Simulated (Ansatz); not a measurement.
## Step by step: Sr, relaxation of cell and atoms

The calculation used DFT, PBE, PAW with Ansatz's default frozen-core files, scalar-relativistic (Ansatz 0.2.0).

Command: `ansatz run input.yaml --threads 1 --pin off --max-ram 2048MiB --backend cpu --events-out ev --progress --plain --runs-dir out` The run took 11 s on 1 thread of Arm Neoverse V2, with other jobs on the host.

```yaml
crystal:
  lattice:
    - [3.2195088072, 0.0, 0.0]
    - [0.0, 3.2195088072, 0.0]
    - [0.0, 0.0, 3.2195088072]
  atoms:
    - { symbol: Sr, position: [0.0, 0.0, 0.0] }
kpoints:
  mp_grid: { grid: [13, 13, 13] }
scf:
  occupations: { method: fermi_dirac, width: 0.05 }
hamiltonian:
  xc: pbe
  pseudopotentials: { kind: paw }
output:
  forces: true
  stress: true
relax:
  f_tol: 0.005
  max_steps: 80
  cell: {}
```

The cell is built from the sc type as a first guess.

The cutoff is 420 eV; energies and pressures of the walk include the program's estimate of the Pulay term.

Each frame lists the cell vectors (Å), then Cartesian positions (Å); symmetry keeps all forces zero. Free energies count from the first step, -3543.3674 eV.

The walk took 9 evaluations in all; steps that aren't listed are left out.

Step 1: E = 0.0 meV, P = 10.08 GPa

```
cell 3.2195 0.0000 0.0000 0.0000 3.2195 0.0000 0.0000 0.0000 3.2195
Sr    0.0000    0.0000    0.0000
```

Step 2: E = -240.4 meV, P = 5.43 GPa

```
cell 3.3765 0.0000 0.0000 0.0000 3.3765 0.0000 0.0000 0.0000 3.3765
Sr    0.0000    0.0000    0.0000
```

Step 3: E = -378.2 meV, P = 2.72 GPa

```
cell 3.5334 0.0000 0.0000 0.0000 3.5334 0.0000 0.0000 0.0000 3.5334
Sr    0.0000    0.0000    0.0000
```

Step 4: E = -447.5 meV, P = 1.07 GPa

```
cell 3.6904 0.0000 0.0000 0.0000 3.6904 0.0000 0.0000 0.0000 3.6904
Sr    0.0000    0.0000    0.0000
```

Step 6: E = -467.1 meV, P = 0.00 GPa

```
cell 3.8368 0.0000 0.0000 0.0000 3.8368 0.0000 0.0000 0.0000 3.8368
Sr    0.0000    0.0000    0.0000
```

Step 7: E = -470.6 meV, P = 0.10 GPa (the cell of the step before, solved again on a basis chosen afresh, hence the jump)

(1) How does the relaxation end?

Answers

(1) It converges, with a = 3.850 Å, b = 3.850 Å, c = 3.850 Å, α = 90.00°, β = 90.00°, γ = 90.00° (conventional cell, space group Pm-3m). The last solve (on a basis chosen afresh for the final cell, so its energy is not quite comparable) gives E = -470.8 meV, P = 0.02 GPa:
```
cell 3.8496 0.0000 0.0000 0.0000 3.8496 0.0000 0.0000 0.0000 3.8496
Sr    0.0000    0.0000    0.0000
```
